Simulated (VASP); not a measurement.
# Ag (Fm-3m) in VASP: single point with PBEsol

Aim: the single point of Ag with PBEsol.

Everything below comes from runs of VASP 6.6.1. Logs are shortened: lines on timing, memory, paths and dates and some standing lists are left out, and cuts for length are marked.

## Step 1: The structure

Symmetry: Fm-3m, No. 225, cubic system. The conventional cell has a = 4.052 Å, b = 4.052 Å, c = 4.052 Å, α = 90.00°, β = 90.00°, γ = 90.00°. Ag (site symmetry m-3m) has 12 Ag at 2.87 Å as nearest neighbours.

## Step 2: Single point, PBEsol, non-collinear spin, zero start, spin-orbit coupling

The input, INCAR:

```
SYSTEM = Ag
  ALGO = Normal
  EDIFF = 1E-6
  ENCUT = 520
  GGA = PS
  GGA_COMPAT = .False.
  ISIF = 2
  ISMEAR = 0
  LASPH = .True.
  LCHARG = .False.
  LMAXMIX = 4
  LNONCOLLINEAR = .True.
  LORBIT = 11
  LREAL = .False.
  LSORBIT = .True.
  LWAVE = .False.
  MAGMOM = 0 0 0
  NELM = 100
  PREC = Accurate
  SIGMA = 0.1
```

The input, KPOINTS:

```
k-points
0
Gamma
  18 18 18
  0 0 0
```

The input, POSCAR:

```
Ag
1.0
    0.0000000000      2.0261700000      2.0261700000
    2.0261700000      0.0000000000      2.0261700000
    2.0261700000      2.0261700000      0.0000000000
Ag
1
Direct
    0.0000000000      0.0000000000      0.0000000000
```

Potentials or basis: VASP PAW PBE potentials, release 64 (Ag).

Command:

```console
> cat potpaw_PBE.64/Ag/POTCAR > POTCAR
> mpirun -np 1 vasp_ncl > vasp.out
```

OUTCAR:

```text
SYSTEM = Ag
   EDIFF = 1E-6
   ENCUT = 520
   GGA = PS
   ISIF = 2
   ISMEAR = 0
   LASPH = .True.
   LNONCOLLINEAR = .True.
   LORBIT = 11
   LREAL = .False.
   LSORBIT = .True.
   NELM = 100
   PREC = Accurate

 ion  position               nearest neighbor table
   1  0.000  0.000  0.000-

  LATTYP: Found a face centered cubic cell.
 ALAT       =     4.0523400000

  Lattice vectors:

 A1 = (   0.0000000000,   2.0261700000,   2.0261700000)
 A2 = (   2.0261700000,   0.0000000000,   2.0261700000)
 A3 = (   2.0261700000,   2.0261700000,   0.0000000000)

Analysis of symmetry for initial positions (statically):
=====================================================================
 Subroutine PRICEL returns:
 Original cell was already a primitive cell.

 Routine SETGRP: Setting up the symmetry group for a
 face centered cubic supercell.

 Subroutine GETGRP returns: Found 48 space group operations
 (whereof 48 operations were pure point group operations)
 out of a pool of 48 trial point group operations.

The static configuration has the point symmetry O_h .

Analysis of symmetry for dynamics (positions and initial velocities):
=====================================================================
 Subroutine PRICEL returns:
 Original cell was already a primitive cell.

 Routine SETGRP: Setting up the symmetry group for a
 face centered cubic supercell.

 Subroutine GETGRP returns: Found 48 space group operations
 (whereof 48 operations were pure point group operations)
 out of a pool of 48 trial point group operations.

The dynamic configuration has the point symmetry O_h .

Analysis of structural, dynamic, and magnetic symmetry:
=====================================================================
 Subroutine PRICEL returns:
 Original cell was already a primitive cell.

 Routine SETGRP: Setting up the symmetry group for a
 face centered cubic supercell.

 Subroutine GETGRP returns: Found 48 space group operations
 (whereof 48 operations were pure point group operations)
 out of a pool of 48 trial point group operations.

The overall configuration has the point symmetry O_h .

 Subroutine INISYM returns: Found 48 space group operations
 (whereof 48 operations are pure point group operations),
 and found     1 'primitive' translations

----------------------------------------------------------------------------------------

                                     Primitive cell

  volume of cell :      16.6363

  direct lattice vectors                    reciprocal lattice vectors
     0.000000000  2.026170000  2.026170000    -0.246771001  0.246771001  0.246771001
     2.026170000  0.000000000  2.026170000     0.246771001 -0.246771001  0.246771001
     2.026170000  2.026170000  0.000000000     0.246771001  0.246771001 -0.246771001

  length of vectors
     2.865437094  2.865437094  2.865437094     0.427419912  0.427419912  0.427419912

  position of ions in fractional coordinates (direct lattice)
     0.000000000  0.000000000  0.000000000

  ion indices of the primitive-cell ions
   primitive index   ion index
                 1           1

----------------------------------------------------------------------------------------

 KPOINTS: k-points

Automatic generation of k-mesh.
 Grid dimensions read from file:
 generate k-points for:   18   18   18

 Generating k-lattice:

  Cartesian coordinates                     Fractional coordinates (reciprocal lattice)
    -0.013709500  0.013709500  0.013709500     0.055555556  0.000000000  0.000000000
     0.013709500 -0.013709500  0.013709500     0.000000000  0.055555556  0.000000000
     0.013709500  0.013709500 -0.013709500     0.000000000  0.000000000  0.055555556

  Length of vectors
     0.023745551  0.023745551  0.023745551

  Shift w.r.t. Gamma in fractional coordinates (k-lattice)
     0.000000000  0.000000000  0.000000000

 Subroutine IBZKPT returns following result:
 ===========================================

 Found    195 irreducible k-points:

 Following reciprocal coordinates:
            Coordinates               Weight
  0.000000  0.000000  0.000000      1.000000
  0.055556  0.000000  0.000000      8.000000
  0.111111  0.000000  0.000000      8.000000
  0.166667  0.000000  0.000000      8.000000
  0.222222  0.000000  0.000000      8.000000
  0.277778  0.000000  0.000000      8.000000
[... 16 lines left out ...]
 -0.277778  0.055556  0.000000     24.000000
 -0.222222  0.055556  0.000000     24.000000
 [... further k-points ...]
   k-points           NKPTS =    195   k-points in BZ     NKDIM =    195   number of bands    NBANDS=     18
   number of dos      NEDOS =    301   number of ions     NIONS =      1
   total plane-waves  NPLWV =  13824
   dimension x,y,z NGX =    24 NGY =   24 NGZ =   24
   dimension x,y,z NGXF=    48 NGYF=   48 NGZF=   48
   ions per type =               1
   NGX,Y,Z   is equivalent  to a cutoff of  13.92, 13.92, 13.92 a.u.
   NGXF,Y,Z  is equivalent  to a cutoff of  27.85, 27.85, 27.85 a.u.
 SYSTEM =  Ag
   PREC   = accura    normal or accurate (medium, high low for compatibility)
   ISTART =      0    job   : 0-new  1-cont  2-samecut
   ICHARG =      2    charge: 1-file 2-atom 10-const
   ISPIN  =      1    spin polarized calculation?
   LNONCOLLINEAR =      T non collinear calculations
   LSORBIT =      T    spin-orbit coupling
   LASPH  =      T    aspherical Exc in radial PAW
   ENCUT  =  520.0 eV  38.22 Ry    6.18 a.u.   5.33  5.33  5.33*2*pi/ulx,y,z
   NELM   =    100;   NELMIN=  2; NELMDL= -5     # of ELM steps
   EDIFF  = 0.1E-05   stopping-criterion for ELM
   LREAL  =      F    real-space projection
   EDIFFG = 0.1E-04   stopping-criterion for IOM
   NSW    =      0    number of steps for IOM
   IBRION =     -1    ionic relax: 0-MD 1-quasi-New 2-CG
   NFREE  =      0    steps in history (QN), initial steepest desc. (CG)
   ISIF   =      2    stress and relaxation
   ISYM   =      2    0-nonsym 1-usesym 2-fastsym
   POTIM  = 0.5000    time-step for ionic-motion
   TEBEG  =    0.0;   TEEND  =   0.0 temperature during run
   PSTRESS=    0.0 pullay stress
   NELECT =      11.0000    total number of electrons
   NUPDOWN=      -1.0000    fix difference up-down
   EMIN   =  10.00;   EMAX   =-10.00  energy-range for DOS
   EFERMI =   0.00;   METHOD = LEGACY
   ISMEAR =     0;   SIGMA  =   0.10  broadening in eV -4-tet -1-fermi 0-gaus
   EFERMI_NEDOS =   21; number of points for ismear=-14 and -15
   IALGO  =     38    algorithm
   IMIX   =      4    mixing-type and parameters
     AMIX     =   0.40;   BMIX     =  1.00
     AMIX_MAG =   1.60;   BMIX_MAG =  1.00
  volume/ion in A,a.u.               =      16.64       112.27
  Fermi-wavevector in a.u.,A,eV,Ry     =   1.426220  2.695165 27.675657  2.034103
  Thomas-Fermi vector in A             =   2.546520
   LORBIT       =     11    0 simple, 1 ext, 2 COOP (PROOUT), +10 PAW based schemes
   GGA     = PS    functional components
   LHFCALC =     F    Hartree Fock is set to
   AEXX    =    0.0000 exact exchange contribution
   IVDW    =     0    specifies the selected vdW correction
   LEPSILON=     F    determine dielectric tensor
   LRPA    =     F    only Hartree local field effects (RPA)
 Gauss-broadening in eV      SIGMA  =   0.10
  energy-cutoff  :      520.00
  volume of cell :       16.64
 maximum number of plane-waves:       928
 NGX is ok and might be reduce to    24

 number of electron      11.0000000 magnetization       0.0000000      0.0000000      0.0000000

 number of electron      11.0000001 magnetization      -0.0000000      0.0000000      0.0000000

 number of electron      11.0000001 magnetization       0.0000000     -0.0000000     -0.0000000

 Free energy of the ion-electron system (eV)
  ---------------------------------------------------
  ext. energy  EPLUGINS =         0.00000000
  ---------------------------------------------------
  free energy    TOTEN  =        -3.33990093 eV

  energy without entropy =       -3.33892961  energy(sigma->0) =       -3.33941527

 E-fermi :   8.5316     XC(G=0): -12.5602

 val. band max:        8.4860404618   @ k =   0.5000   0.1667   0.0556
 cond. band min:       8.6797662679   @ k =   0.5000   0.3333   0.1111
 fundamental gap:      0.1937258061
 Fermi energy:         8.5315557424

 k-point     1 :       0.0000    0.0000    0.0000
  band No.  band energies     occupation
      1       0.5633      1.00000
      2       0.5633      1.00000
      3       3.5404      1.00000
      4       3.5404      1.00000
      5       3.5404      1.00000
      6       3.5404      1.00000
[... 10 lines left out ...]
     17      28.4474      0.00000
     18      28.4474      0.00000

 k-point     2 :       0.0556    0.0000    0.0000
  band No.  band energies     occupation
      1       0.6620      1.00000
      2       0.6620      1.00000
      3       3.5380      1.00000
      4       3.5380      1.00000
      5       3.5602      1.00000
      6       3.5602      1.00000
[... 10 lines left out ...]
     17      28.2819      0.00000
     18      28.2820      0.00000

 k-point     3 :       0.1111    0.0000    0.0000
  band No.  band energies     occupation
      1       0.9474      1.00000
      2       0.9474      1.00000
      3       3.5220      1.00000
      4       3.5220      1.00000
      5       3.6090      1.00000
      6       3.6090      1.00000
[... 10 lines left out ...]
     17      28.3757      0.00000
     18      28.3762      0.00000

 k-point     4 :       0.1667    0.0000    0.0000
  band No.  band energies     occupation
      1       1.3758      1.00000
      2       1.3758      1.00000
      3       3.5177      1.00000
      4       3.5177      1.00000
      5       3.6577      1.00000
      6       3.6577      1.00000
[... 375 lines left out ...]
      4       3.5702      1.00000
      5       4.0150      1.00000
      6       4.0150      1.00000
[... 10 lines left out ...]
     17      26.3167      0.00000
     18      26.3167      0.00000

 k-point    23 :      -0.2778    0.0556    0.0000
  band No.  band energies     occupation
      1       2.1858      1.00000
      2       2.1858      1.00000
      3       3.6268      1.00000
      4       3.6268      1.00000
      5       4.0956      1.00000
      6       4.0956      1.00000
[... 10 lines left out ...]
     17      26.8499      0.00000
     18      26.8499      0.00000

 k-point    24 :      -0.2222    0.0556    0.0000
  band No.  band energies     occupation
      1       2.0185      1.00000
      2       2.0185      1.00000
      3       3.5998      1.00000
      4       3.5998      1.00000
      5       3.7734      1.00000
      6       3.7734      1.00000
[... 10 lines left out ...]
     17      27.3978      0.00000
     18      27.3978      0.00000

 [... further k-points ...]

------------------------ aborting loop because EDIFF is reached ----------------------------------------

  FORCE on cell =-STRESS in cart. coord.  units (eV):
  Direction    XX          YY          ZZ          XY          YZ          ZX
  --------------------------------------------------------------------------------------
  -------------------------------------------------------------------------------------
  Total       -0.0168955     -0.0168955     -0.0168955     -0.0000000      0.0000000      0.0000000
  in kB       -1.6271353     -1.6271353     -1.6271353     -0.0000000      0.0000000      0.0000000
  external PRESSURE =      -1.6271353 kB  Pullay stress =       0.0000000 kB

 VOLUME and BASIS-vectors are now :
 -----------------------------------------------------------------------------
  energy-cutoff  :      520.00
  volume of cell :       16.64
      direct lattice vectors                 reciprocal lattice vectors
     0.000000000  2.026170000  2.026170000    -0.246771001  0.246771001  0.246771001
     2.026170000  0.000000000  2.026170000     0.246771001 -0.246771001  0.246771001
     2.026170000  2.026170000  0.000000000     0.246771001  0.246771001 -0.246771001

 POSITION                                       TOTAL-FORCE (eV/Angst)
 -----------------------------------------------------------------------------------
      0.00000      0.00000      0.00000         0.000000      0.000000      0.000000
 -----------------------------------------------------------------------------------
    total drift:                                0.000000      0.000000      0.000000

  FREE ENERGIE OF THE ION-ELECTRON SYSTEM (eV)
  ---------------------------------------------------
  free  energy   TOTEN  =        -3.3399009275 eV

  energy  without entropy=       -3.3389296062  energy(sigma->0) =       -3.33941527

 Spin-Orbit-Coupling matrix elements

 Ion:    1  E_soc:     -0.0555550
 l=   1
     0.0000000    -0.0021204    -0.0021204
    -0.0021204     0.0000000    -0.0021204
    -0.0021204    -0.0021204     0.0000000
 l=   2
     0.0000000    -0.0015138     0.0000000    -0.0015138    -0.0056251
    -0.0015138     0.0000000    -0.0042188    -0.0015138    -0.0014063
     0.0000000    -0.0042188     0.0000000    -0.0042188     0.0000000
    -0.0015138    -0.0015138    -0.0042188     0.0000000    -0.0014063
    -0.0056251    -0.0014063     0.0000000    -0.0014063     0.0000000
 l=   3
     0.0000000     0.0000000     0.0000000     0.0000000     0.0000000     0.0000000     0.0000000
     0.0000000     0.0000000     0.0000000     0.0000000     0.0000000     0.0000000     0.0000000
     0.0000000     0.0000000     0.0000000     0.0000000     0.0000000     0.0000000     0.0000000
     0.0000000     0.0000000     0.0000000     0.0000000     0.0000000     0.0000000     0.0000000
     0.0000000     0.0000000     0.0000000     0.0000000     0.0000000     0.0000000     0.0000000
     0.0000000     0.0000000     0.0000000     0.0000000     0.0000000     0.0000000     0.0000000
     0.0000000     0.0000000     0.0000000     0.0000000     0.0000000     0.0000000     0.0000000

 total charge

# of ion       s       p       d       tot
------------------------------------------
    1        0.425   0.319   9.146   9.890

 magnetization (x)

# of ion       s       p       d       tot
------------------------------------------
    1        0.000  -0.000  -0.000  -0.000

 magnetization (y)

# of ion       s       p       d       tot
------------------------------------------
    1        0.000  -0.000  -0.000   0.000

 magnetization (z)

# of ion       s       p       d       tot
------------------------------------------
    1       -0.000  -0.000  -0.000  -0.000
```

Wall time 68 s (1 thread of AMD EPYC 9R45 (Zen 5), shared host); peak memory 0.22 GiB.

What came out:

* Free energy: -3.3399 eV
* Pressure: -0.2 GPa
* Net moment: 0.00 μB per cell
* Valence electrons inside the program's atomic spheres: Ag 9.89

Moments on the atoms (μB; x, y, z):
```
Ag  0.00 0.00 0.00
```

Caveat: the PAW data sets were made with another functional, which shifts forces and pressure a little.
